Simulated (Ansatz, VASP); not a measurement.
**One calculation of FeSi (series), two programs**

Contents of INCAR:

```
SYSTEM = FeSi
  ALGO = Normal
  EDIFF = 1E-7
  ENCUT = 520
  GGA = PE
  ISIF = 2
  ISMEAR = 0
  LASPH = .True.
  LCHARG = .False.
  LREAL = .False.
  LWAVE = .False.
  NBANDS = 34
  NELM = 100
  PREC = Accurate
  SIGMA = 0.01
```

The input KPOINTS:

```
k-points
0
Gamma
  4 4 4
  0 0 0
```

POSCAR

```
FeSi
1.0
    4.5507000000      0.0000000000      0.0000000000
    0.0000000000      4.5507000000      0.0000000000
    0.0000000000      0.0000000000      4.5507000000
Fe Si
4 4
Direct
    0.1365200000      0.1365200000      0.1365200000
    0.3634800000      0.8634800000      0.6365200000
    0.6365200000      0.3634800000      0.8634800000
    0.8634800000      0.6365200000      0.3634800000
    0.8424000000      0.8424000000      0.8424000000
    0.6576000000      0.1576000000      0.3424000000
    0.3424000000      0.6576000000      0.1576000000
    0.1576000000      0.3424000000      0.6576000000
```

Input for Ansatz:

```yaml
crystal:
  lattice:
    - [4.5507, 0.0, 0.0]
    - [0.0, 4.5507, 0.0]
    - [0.0, 0.0, 4.5507]
  atoms:
    - { symbol: Fe, position: [0.13652, 0.13652, 0.13652] }
    - { symbol: Fe, position: [0.36348, 0.86348, 0.63652] }
    - { symbol: Fe, position: [0.63652, 0.36348, 0.86348] }
    - { symbol: Fe, position: [0.86348, 0.63652, 0.36348] }
    - { symbol: Si, position: [0.8424, 0.8424, 0.8424] }
    - { symbol: Si, position: [0.6576, 0.1576, 0.3424] }
    - { symbol: Si, position: [0.3424, 0.6576, 0.1576] }
    - { symbol: Si, position: [0.1576, 0.3424, 0.6576] }
basis:
  ecutwfc: 420
kpoints:
  mp_grid: { grid: [4, 4, 4] }
hamiltonian:
  xc: pbe
  pseudopotentials: { kind: paw }
scf:
  occupations: { method: gaussian, width: 0.01 }
output:
  forces: true
  stress: true
  eigenvalues: true
```

Alike in both runs: task single point; functional PBE; k mesh 4 × 4 × 4; occupations gaussian, width 0.01 eV; no spin polarisation.

|  | VASP | Ansatz |
| --- | --- | --- |
| version | VASP 6.6.1 | Ansatz 0.2.0 |
| potentials or method | VASP PAW PBE potentials, release 64 (Fe, Si) | scalar-relativistic, plane waves, PAW |
| plane-wave cutoff (eV) | 520 | 420 |
| valence electrons in the cell | 48 | 80 |

Ansatz gave:

| Item | Value |
| --- | --- |
| gap on the k mesh at the Fermi level (eV) | 0.15 |
| least direct gap on the mesh (eV) | 0.17 |
| pressure (GPa) | -13.8 |
| rms of the force components (eV/Å) | 0.158 |

What did VASP give for the same quantities?

gap on the k mesh at the Fermi level (eV): 0.14; least direct gap on the mesh (eV): 0.16; pressure (GPa): -13.7; rms of the force components (eV/Å): 0.150.

Atom by atom the forces differ by 0.012 eV/Å (rms over components). The two sets of potentials don't hold the same shells in valence.

Spin polarisation is off, so any magnetic state and its effect on volume and gap are missing.
